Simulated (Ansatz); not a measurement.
Structure types of Cr were relaxed at one common pressure (all-electron LAPW in Ansatz 0.2.0 under PBE, scalar-relativistic, ferromagnetic start, though the moments died away, zero temperature). They take these volumes:

| type | space group | V (Å³/atom) |
| --- | --- | --- |
| bcc | Im-3m | 5.85 |
| hcp | P6_3/mmc | 5.76 |
| beta tin | I4_1/amd | 5.86 |
| diamond | Fd-3m | 6.52 |
| sc | Pm-3m | 5.97 |

Question: At about which pressure, and is the densest type also the lowest in enthalpy?

Answer: 670 GPa. The densest is hcp, and it is 451 meV/atom above bcc: its gain in pV doesn't pay for its higher energy here.
